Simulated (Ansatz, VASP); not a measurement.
## Cs in VASP and in Ansatz

```
Cs
1.0
     4.67739    0.00000    0.00000
    -2.33870    4.05074    0.00000
     0.00000    0.00000    7.52293
Cs
2
Cartesian
  0.0000 2.7005 1.8807
  2.3387 1.3502 5.6422
```

Alike in both runs: task single point; functional PBEsol; k mesh 12 × 12 × 6; occupations gaussian, width 0.1 eV; no spin polarisation.

|  | VASP | Ansatz |
| --- | --- | --- |
| version | VASP 6.6.1 | Ansatz 0.2.0 |
| potentials or method | VASP PAW PBE potentials, release 64 (Cs_sv) | scalar-relativistic, plane waves, PAW |
| plane-wave cutoff (eV) | 520 | 420 |
| valence electrons in the cell | 18 | 18 |

|  | VASP | Ansatz | Ansatz less VASP |
| --- | --- | --- | --- |
| gap on the k mesh at the Fermi level (eV) | none | none | - |
| pressure (GPa) | 1.6 | 1.6 | +0.01 |
| largest component of the traceless stress (GPa) | 0.08 | 0.08 | 0.000 |

A gap of «none» marks a metal or a gap that the smearing closes. With one functional, cell and mesh, what is left measures potentials, basis and numerics.

Caveats: the PAW data sets were made with another functional, which shifts forces and pressure a little (VASP). Spin-orbit coupling is left out, which matters for the levels of Cs.
